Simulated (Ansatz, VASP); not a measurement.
**AlN: VASP beside Ansatz**

```
Al N
1.0
     3.22380    0.00000    0.00000
    -1.61190    2.79189    0.00000
     0.00000    0.00000    5.21760
Al N
2 2
Cartesian
  0.0000 1.8613 0.0137
  1.6119 0.9306 2.6225
  0.0000 1.8613 1.9951
  1.6119 0.9306 4.6039
```

Alike in both runs: functional PBE; k mesh 9 × 9 × 6; occupations gaussian, width 0.05 eV; no spin polarisation.

Ansatz relaxed the structure, and its values are those at the end. VASP's run is a single point on that final structure, the one shown.

```csv
,VASP,Ansatz
version,VASP 6.6.1,Ansatz 0.2.0
potentials or method,"VASP PAW PBE potentials, release 64 (Al, N)","scalar-relativistic, plane waves, PAW"
plane-wave cutoff (eV),520,520
valence electrons in the cell,16,16
```

VASP gave:

- gap on the k mesh at the Fermi level (eV): 3.26
- least direct gap on the mesh (eV): 3.26
- pressure (GPa): -15.8

Q: What did Ansatz give for the same quantities?

A: gap on the k mesh at the Fermi level (eV): 3.25; least direct gap on the mesh (eV): 3.25; pressure (GPa): -15.6.

With one functional, cell and mesh, what is left measures potentials, basis and numerics. Ansatz warned: «stress_scf_threshold_loose».

Caveats: so large a pressure means that the cell lies far from this level's equilibrium, or that cutoff or potentials fall short (VASP). A hybrid or GW would open this gap; PBE tends to underestimate it.
